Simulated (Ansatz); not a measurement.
Al2Cu (Khatyrkite):

```
CELL_PARAMETERS angstrom
-3.03350 3.03350 2.43850
3.03350 -3.03350 2.43850
3.03350 3.03350 -2.43850
ATOMIC_POSITIONS crystal
Cu 0.25000 0.25000 0.00000
Cu 0.75000 0.75000 0.00000
Al 0.34190 0.15810 0.50000
Al 0.84190 0.34190 0.18380
Al 0.65810 0.84190 0.50000
Al 0.15810 0.65810 0.81620
```

Base run:

| Item | Value |
| --- | --- |
| Program | Ansatz 0.2.0 |
| Functional | PBE |
| Potentials or basis | all-electron LAPW, scalar-relativistic |
| Cutoff | 305 eV (chosen from the basis error) |
| Basis error allowed | 0.002 eV/atom |
| k mesh | 7 × 7 × 7 |
| Occupations | fermi-dirac, width 0.05 eV |
| Spin | no spin polarisation |

Its results: pressure -0.3 GPa.

Task: The run is repeated on the same cell with these changes: functional from PBE to LDA. What comes out?

Result: Pressure -6.4 GPa.

LDA binds more tightly than PBE, so the same cell stands under less pressure.
